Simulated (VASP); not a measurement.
# Sn (Fd-3m) in VASP: a series of runs

The runs below take Sn through relaxation of the atoms, single point, relaxation of cell and atoms, with PBE+D3(BJ), PBE.

Everything below comes from runs of VASP 6.6.1. Logs are shortened: lines on timing, memory, paths and dates and some standing lists are left out, and cuts for length are marked.

### 1 The crystal as given

The structure is cubic, space group Fd-3m (No. 227). The conventional cell has a = 6.467 Å, b = 6.467 Å, c = 6.467 Å, α = 90.00°, β = 90.00°, γ = 90.00°. Sn (site symmetry -43m) is surrounded by 4 Sn at 2.80 Å.

This isn't the form of Sn at room conditions, which is tetragonal (white tin).

### 2 Relaxation of the atoms, PBE+D3(BJ) (a relaxed cell with its volume scaled by 1.04)

The input, INCAR:

```
PREC = Accurate
ENCUT = 600
EDIFF = 1E-7
ISMEAR = 0
SIGMA = 0.03
LREAL = F
LASPH = T
NELM = 80
ALGO = Normal
ISIF = 2
LWAVE = F
LCHARG = F
GGA = PE
IVDW = 12
IBRION = 2
NSW = 40
EDIFFG = -0.01
```

The input, KPOINTS:

```
regular mesh
0
Gamma
  10 10 10
```

The input, POSCAR:

```
Sn                                      
1.0
    0.0000000000      3.3282066148      3.3282066148
    3.3282066148      0.0000000000      3.3282066148
    3.3282066148      3.3282066148      0.0000000000
  Sn            
     2
Direct
     0.0000000000000000    0.0000000000000000    0.0000000000000000
     0.2500000000000000    0.2500000000000000    0.2500000000000000
```

Potentials or basis: VASP PAW PBE potentials, release 64 (Sn_d).

On the command line:

```bash
cat potpaw_PBE.64/Sn_d/POTCAR > POTCAR
mpirun -np 1 vasp_std > vasp.out
```

OUTCAR:

```text
PREC = Accurate
   ENCUT = 600
   EDIFF = 1E-7
   ISMEAR = 0
   LREAL = F
   LASPH = T
   NELM = 80
   ISIF = 2
   GGA = PE
   IVDW = 12
   IBRION = 2
   NSW = 40
   EDIFFG = -0.01
 IVDW          = 12

 ion  position               nearest neighbor table
   1  0.000  0.000  0.000-   2 2.88   2 2.88   2 2.88   2 2.88
   2  0.250  0.250  0.250-   1 2.88   1 2.88   1 2.88   1 2.88

  LATTYP: Found a face centered cubic cell.
 ALAT       =     6.6564132296

  Lattice vectors:

 A1 = (   0.0000000000,   3.3282066148,   3.3282066148)
 A2 = (   3.3282066148,   0.0000000000,   3.3282066148)
 A3 = (   3.3282066148,   3.3282066148,   0.0000000000)

Analysis of symmetry for initial positions (statically):
=====================================================================
 Subroutine PRICEL returns:
 Original cell was already a primitive cell.

 Routine SETGRP: Setting up the symmetry group for a
 face centered cubic supercell.

 Subroutine GETGRP returns: Found 48 space group operations
 (whereof 24 operations were pure point group operations)
 out of a pool of 48 trial point group operations.

The static configuration has the point symmetry T_d .
 The point group associated with its full space group is O_h .

Analysis of symmetry for dynamics (positions and initial velocities):
=====================================================================
 Subroutine PRICEL returns:
 Original cell was already a primitive cell.

 Routine SETGRP: Setting up the symmetry group for a
 face centered cubic supercell.

 Subroutine GETGRP returns: Found 48 space group operations
 (whereof 24 operations were pure point group operations)
 out of a pool of 48 trial point group operations.

The dynamic configuration has the point symmetry T_d .
 The point group associated with its full space group is O_h .

 Subroutine INISYM returns: Found 48 space group operations
 (whereof 24 operations are pure point group operations),
 and found     1 'primitive' translations

----------------------------------------------------------------------------------------

                                     Primitive cell

  volume of cell :      73.7328

  direct lattice vectors                    reciprocal lattice vectors
     0.000000000  3.328206615  3.328206615    -0.150231058  0.150231058  0.150231058
     3.328206615  0.000000000  3.328206615     0.150231058 -0.150231058  0.150231058
     3.328206615  3.328206615  0.000000000     0.150231058  0.150231058 -0.150231058

  length of vectors
     4.706794933  4.706794933  4.706794933     0.260207825  0.260207825  0.260207825

  position of ions in fractional coordinates (direct lattice)
     0.000000000  0.000000000  0.000000000
     0.250000000  0.250000000  0.250000000

  ion indices of the primitive-cell ions
   primitive index   ion index
                 1           1
                 2           2

----------------------------------------------------------------------------------------

 KPOINTS: regular mesh

Automatic generation of k-mesh.
 Grid dimensions read from file:
 generate k-points for:   10   10   10

 Generating k-lattice:

  Cartesian coordinates                     Fractional coordinates (reciprocal lattice)
    -0.015023106  0.015023106  0.015023106     0.100000000  0.000000000  0.000000000
     0.015023106 -0.015023106  0.015023106     0.000000000  0.100000000  0.000000000
     0.015023106  0.015023106 -0.015023106     0.000000000  0.000000000  0.100000000

  Length of vectors
     0.026020782  0.026020782  0.026020782

  Shift w.r.t. Gamma in fractional coordinates (k-lattice)
     0.000000000  0.000000000  0.000000000

 Subroutine IBZKPT returns following result:
 ===========================================

 Found     47 irreducible k-points:

 Following reciprocal coordinates:
            Coordinates               Weight
  0.000000  0.000000  0.000000      1.000000
  0.100000  0.000000  0.000000      8.000000
  0.200000  0.000000  0.000000      8.000000
  0.300000  0.000000  0.000000      8.000000
  0.400000  0.000000  0.000000      8.000000
  0.500000  0.000000  0.000000      4.000000
[... 16 lines left out ...]
  0.300000  0.300000  0.000000      6.000000
  0.400000  0.300000  0.000000     24.000000
 [... further k-points ...]
   k-points           NKPTS =     47   k-points in BZ     NKDIM =     47   number of bands    NBANDS=     18
   number of dos      NEDOS =    301   number of ions     NIONS =      2
   total plane-waves  NPLWV =  64000
   dimension x,y,z NGX =    40 NGY =   40 NGZ =   40
   dimension x,y,z NGXF=    80 NGYF=   80 NGZF=   80
   ions per type =               2
   NGX,Y,Z   is equivalent  to a cutoff of  14.13, 14.13, 14.13 a.u.
   NGXF,Y,Z  is equivalent  to a cutoff of  28.26, 28.26, 28.26 a.u.
 SYSTEM =  unknown system
   PREC   = accura    normal or accurate (medium, high low for compatibility)
   ISTART =      0    job   : 0-new  1-cont  2-samecut
[... 102 lines left out ...]
  band No.  band energies     occupation
      1     -16.7083      2.00000
      2     -16.7083      2.00000
      3     -16.6695      2.00000
      4     -16.5963      2.00000
      5     -16.5963      2.00000
      6     -16.4270      2.00000
[... 10 lines left out ...]
     17       7.9729      0.00000
     18       9.7738      0.00000

 k-point     5 :       0.4000    0.0000    0.0000
  band No.  band energies     occupation
      1     -16.7126      2.00000
      2     -16.7126      2.00000
      3     -16.6635      2.00000
      4     -16.5879      2.00000
      5     -16.5879      2.00000
      6     -16.4336      2.00000
[... 10 lines left out ...]
     17       8.0587      0.00000
     18      10.6043      0.00000

 k-point     6 :       0.5000    0.0000    0.0000
  band No.  band energies     occupation
      1     -16.7139      2.00000
      2     -16.7139      2.00000
      3     -16.6612      2.00000
      4     -16.5854      2.00000
      5     -16.5854      2.00000
      6     -16.4355      2.00000
[... 10 lines left out ...]
     17       8.0633      0.00000
     18      10.5543      0.00000

 k-point     7 :       0.1000    0.1000    0.0000
  band No.  band energies     occupation
      1     -16.6889      2.00000
      2     -16.6889      2.00000
      3     -16.6885      2.00000
      4     -16.6281      2.00000
      5     -16.6176      2.00000
      6     -16.4165      2.00000
[... 10 lines left out ...]
     17       7.6224      0.00000
     18       7.6224      0.00000

 k-point     8 :       0.2000    0.1000    0.0000
  band No.  band energies     occupation
      1     -16.7013      2.00000
      2     -16.6965      2.00000
      3     -16.6817      2.00000
      4     -16.6167      2.00000
      5     -16.6003      2.00000
      6     -16.4359      2.00000
[... 10 lines left out ...]
     17       8.1446      0.00000
     18       8.3573      0.00000
[... 229 lines left out ...]
     17       9.2681      0.00000
     18       9.5396      0.00000

 k-point    20 :      -0.4000    0.2000    0.0000
  band No.  band energies     occupation
      1     -16.7367      2.00000
      2     -16.7221      2.00000
      3     -16.6277      2.00000
      4     -16.5654      2.00000
      5     -16.5565      2.00000
      6     -16.4687      2.00000
[... 10 lines left out ...]
     17       8.9899      0.00000
     18      10.4493      0.00000

 k-point    21 :      -0.3000    0.2000    0.0000
  band No.  band energies     occupation
      1     -16.7309      2.00000
      2     -16.7216      2.00000
      3     -16.6330      2.00000
      4     -16.5835      2.00000
      5     -16.5582      2.00000
      6     -16.4656      2.00000
[... 10 lines left out ...]
     17       8.6108      0.00000
     18       9.6100      0.00000

 k-point    22 :      -0.2000    0.2000    0.0000
  band No.  band energies     occupation
      1     -16.7190      2.00000
      2     -16.7172      2.00000
      3     -16.6509      2.00000
      4     -16.5971      2.00000
      5     -16.5729      2.00000
      6     -16.4537      2.00000
[... 10 lines left out ...]
     17       8.2693      0.00000
     18       8.9740      0.00000

 k-point    23 :       0.3000    0.3000    0.0000
  band No.  band energies     occupation
      1     -16.7133      2.00000
      2     -16.7133      2.00000
      3     -16.6772      2.00000
      4     -16.5812      2.00000
      5     -16.5344      2.00000
      6     -16.5138      2.00000
[... 10 lines left out ...]
     17      10.1142      0.00000
     18      10.1142      0.00000

 k-point    24 :       0.4000    0.3000    0.0000
  band No.  band energies     occupation
      1     -16.7244      2.00000
      2     -16.7190      2.00000
      3     -16.6582      2.00000
      4     -16.5640      2.00000
      5     -16.5346      2.00000
      6     -16.5144      2.00000
[... 10 lines left out ...]
     17      10.0655      0.00000
     18      10.5158      0.00000

 [... further k-points ...]

------------------------ aborting loop because EDIFF is reached ----------------------------------------

 Edisp (eV)   -0.56557

 E8    (eV) :    -0.2730

  FORCE on cell =-STRESS in cart. coord.  units (eV):
  Direction    XX          YY          ZZ          XY          YZ          ZX
  --------------------------------------------------------------------------------------
  -------------------------------------------------------------------------------------
  Total      -0.61523    -0.61523    -0.61523     0.00000     0.00000    -0.00000
  in kB     -13.36874   -13.36874   -13.36874     0.00000     0.00000    -0.00000
  external pressure =      -13.37 kB  Pullay stress =        0.00 kB

 VOLUME and BASIS-vectors are now :
 -----------------------------------------------------------------------------
  energy-cutoff  :      600.00
  volume of cell :       73.73
      direct lattice vectors                 reciprocal lattice vectors
     0.000000000  3.328206615  3.328206615    -0.150231058  0.150231058  0.150231058
     3.328206615  0.000000000  3.328206615     0.150231058 -0.150231058  0.150231058
     3.328206615  3.328206615  0.000000000     0.150231058  0.150231058 -0.150231058

 POSITION                                       TOTAL-FORCE (eV/Angst)
 -----------------------------------------------------------------------------------
      0.00000      0.00000      0.00000        -0.000000     -0.000000     -0.000000
      1.66410      1.66410      1.66410         0.000000      0.000000      0.000000
 -----------------------------------------------------------------------------------
    total drift:                               -0.000000     -0.000000      0.000000

  FREE ENERGIE OF THE ION-ELECTRON SYSTEM (eV)
  ---------------------------------------------------
  free  energy   TOTEN  =        -8.2558329695 eV

  energy  without entropy=       -8.2553745080  energy(sigma->0) =       -8.25560374

 reached required accuracy - stopping structural energy minimisation
```

Wall time 58 s (1 thread of Intel Xeon Platinum 8375C at 2.90GHz (Ice Lake), shared host); peak memory 0.26 GiB.

Results:

```
Free energy                : -8.2558 eV
Pressure after relaxing    : -1.3 GPa
Band gap on the k mesh     : none (metal or under the smearing width)
Dispersion energy per atom : -0.283 eV
```

Final structure:
```
Sn
1.0
     0.00000    3.32821    3.32821
     3.32821    0.00000    3.32821
     3.32821    3.32821    0.00000
Sn
2
Direct
  0.00000 0.00000 0.00000
  0.25000 0.25000 0.25000
```

Levels at points of the mesh, in eV from the Fermi level:
```tsv
k point	band 12	band 13	band 14	band 15	band 16	band 17
(0.00, 0.00, 0.00)	-1.08	0.17	0.17	0.17	2.23	2.23
(0.50, 0.00, 0.00)	-5.95	-0.93	-0.93	-0.07	3.28	3.28
(0.50, 0.50, 0.00)	-7.19	-2.14	-2.14	0.98	0.98	7.33
```

Caveat: the relaxation stopped at its first step, so nothing moved; pairwise dispersion overbinds metals, which lowers pressure and volume.

### 3 Relaxation of the atoms, PBE+D3(BJ) (a relaxed cell with its volume scaled by 1.06)

INCAR is that of step 2.

KPOINTS is that of step 2.

The input, POSCAR:

```
Sn                                      
1.0
    0.0000000000      3.3494059546      3.3494059546
    3.3494059546      0.0000000000      3.3494059546
    3.3494059546      3.3494059546      0.0000000000
  Sn            
     2
Direct
     0.0000000000000000    0.0000000000000000    0.0000000000000000
     0.2500000000000000    0.2500000000000000    0.2500000000000000
```

Potentials or basis: VASP PAW PBE potentials, release 64 (Sn_d).

On the command line:

```bash
cat potpaw_PBE.64/Sn_d/POTCAR > POTCAR
mpirun -np 1 vasp_std > vasp.out
```

Wall time 52 s (1 thread of Intel Xeon Platinum 8375C at 2.90GHz (Ice Lake), shared host); peak memory 0.27 GiB.

The run converged. Its results:

| Property | Result |
| --- | --- |
| Free energy | -8.2416 eV |
| Pressure after relaxing | -1.9 GPa |
| Band gap on the k mesh | none (metal or under the smearing width) |
| Dispersion energy per atom | -0.277 eV |

Final structure:
```yaml
crystal:
  lattice:
    - [0.00000, 3.34941, 3.34941]
    - [3.34941, 0.00000, 3.34941]
    - [3.34941, 3.34941, 0.00000]
  atoms:
    - { symbol: Sn, position: [0.00000, 0.00000, 0.00000] }
    - { symbol: Sn, position: [0.25000, 0.25000, 0.25000] }
```

Levels at points of the mesh, in eV from the Fermi level:
| k point | band 10 | band 11 | band 12 | band 13 | band 14 | band 15 | band 16 | band 17 | band 18 |
| --- | --- | --- | --- | --- | --- | --- | --- | --- | --- |
| (0.00, 0.00, 0.00) | -21.16 | -9.92 | -1.20 | 0.17 | 0.17 | 0.17 | 2.22 | 2.22 | 2.22 |
| (0.50, 0.00, 0.00) | -21.11 | -8.48 | -5.89 | -0.90 | -0.90 | -0.10 | 3.27 | 3.27 | 5.77 |
| (0.50, 0.50, 0.00) | -21.10 | -7.13 | -7.13 | -2.09 | -2.09 | 1.00 | 1.00 | 7.21 | 7.21 |

Caveat: the relaxation stopped at its first step, so nothing moved; pairwise dispersion overbinds metals, which lowers pressure and volume.

### 4 Single point, PBE

The input, INCAR:

```
  PREC = Accurate
  ENCUT = 520
  EDIFF = 1E-6
  ISMEAR = 0
  SIGMA = 0.03
  LREAL = F
  LASPH = T
  NELM = 80
  ALGO = Normal
  ISIF = 2
  LWAVE = F
  LCHARG = F
  GGA = PE
  NBANDS = 21
  KPAR = 4
```

The input, KPOINTS:

```
regular mesh
0
Gamma
  6 6 6
```

The input, POSCAR:

```
Sn
1.0
    0.0000000000      3.2333428000      3.2333428000
    3.2333428000      0.0000000000      3.2333428000
    3.2333428000      3.2333428000      0.0000000000
Sn
2
Direct
    0.0000000000      0.0000000000      0.0000000000
    0.2500000000      0.2500000000      0.2500000000
```

On the command line:

```bash
cat potpaw_PBE.64/Sn_d/POTCAR > POTCAR
mpirun -np 4 vasp_std > vasp.out
```

Wall time 15 s (4 MPI ranks of Intel Xeon Platinum 8488C (Sapphire Rapids), shared host); peak memory 0.19 GiB.

The run converged. Its results:

* Free energy: -7.5919 eV
* Pressure: 3.8 GPa
* Band gap on the k mesh: none (metal or under the smearing width)

Levels at points of the mesh, in eV from the Fermi level:
```tsv
k point	band 11	band 12	band 13	band 14	band 15	band 16	band 17	band 18
(0.00, 0.00, 0.00)	-10.69	-0.58	0.07	0.07	0.07	2.15	2.15	2.15
(0.50, 0.00, 0.00)	-9.04	-6.35	-1.15	-1.15	0.00	3.22	3.22	5.63
(0.50, 0.50, 0.00)	-7.56	-7.56	-2.51	-2.51	0.80	0.80	7.78	7.78
```

### 5 Relaxation of cell and atoms, PBE

The input, INCAR:

```
PREC = Accurate
ENCUT = 600
EDIFF = 1E-6
ISMEAR = 0
SIGMA = 0.03
LREAL = False
LASPH = True
NELM = 80
ALGO = Normal
ISIF = 3
LWAVE = False
LCHARG = False
GGA = PE
IBRION = 2
NSW = 90
EDIFFG = -0.01
```

The input, KPOINTS:

```
Automatic mesh
0
Gamma
  10 10 10
```

POSCAR is that of step 4.

On the command line:

```bash
cat potpaw_PBE.64/Sn_d/POTCAR > POTCAR
mpirun -np 1 vasp_std > vasp.out
```

Wall time 2.1 min (1 thread of Intel Xeon Platinum 8488C (Sapphire Rapids), shared host); peak memory 0.27 GiB.

The run converged. Its results:

```yaml
Free_energy: -7.6894 eV
Relaxed_volume: 36.80 Å³/atom
Relaxed_cell: a = 4.704 Å, b = 4.704 Å, c = 4.704 Å, α = 60.00°, β = 60.00°, γ = 60.00°
Space_group_after_relaxing_to_0.05_Å: Fd-3m (No. 227)
Energy_gained_by_relaxing: 32.2 meV/atom
Ionic_steps: 3
Pressure_after_relaxing: 0.0 GPa
Band_gap_on_the_k_mesh: none (metal or under the smearing width)
```

The path:
| step | energy change (eV) | largest force (eV/Å) | pressure (GPa) | volume (Å³) |
| --- | --- | --- | --- | --- |
| 1 | 0.0000 | 0.0000 | 3.76 | 67.61 |
| 2 | -0.0587 | 0.0000 | -0.90 | 75.67 |
| 3 | -0.0645 | 0.0000 | 0.00 | 73.60 |

Final structure:
```xyz
2
Lattice="0.0000 3.3262 3.3262 3.3262 0.0000 3.3262 3.3262 3.3262 0.0000" Properties=species:S:1:pos:R:3 pbc="T T T"
Sn    0.0000    0.0000    0.0000
Sn    1.6631    1.6631    1.6631
```

Levels at points of the mesh, in eV from the Fermi level:
| k point | band 12 | band 13 | band 14 | band 15 | band 16 | band 17 |
| --- | --- | --- | --- | --- | --- | --- |
| (0.00, 0.00, 0.00) | -1.06 | 0.16 | 0.16 | 0.16 | 2.23 | 2.23 |
| (0.50, 0.00, 0.00) | -5.96 | -0.93 | -0.93 | -0.06 | 3.28 | 3.28 |
| (0.50, 0.50, 0.00) | -7.19 | -2.15 | -2.15 | 0.98 | 0.98 | 7.34 |

### 6 Overview

```tsv
task	level	cell	k mesh	cutoff (eV)	gap on the mesh (eV)	pressure (GPa)
relaxation of the atoms	PBE+D3(BJ)	atoms relaxed from: a relaxed cell with its volume scaled by 1.04	10 × 10 × 10	600	none	-1.3
relaxation of the atoms	PBE+D3(BJ)	atoms relaxed from: a relaxed cell with its volume scaled by 1.06	10 × 10 × 10	600	none	-1.9
single point	PBE	as given	6 × 6 × 6	520	none	3.8
relaxation of cell and atoms	PBE	relaxed	10 × 10 × 10	600	none	0.0
```

Alike in all rows: potentials or basis VASP PAW PBE potentials, release 64 (Sn_d); no spin polarisation; smearing gaussian 0.03 eV.

Caveats: the relaxation stopped at its first step, so nothing moved (some runs); pairwise dispersion overbinds metals, which lowers pressure and volume (some runs).

Total energies depend on the potentials used, so only differences within one code and one set of settings carry meaning.
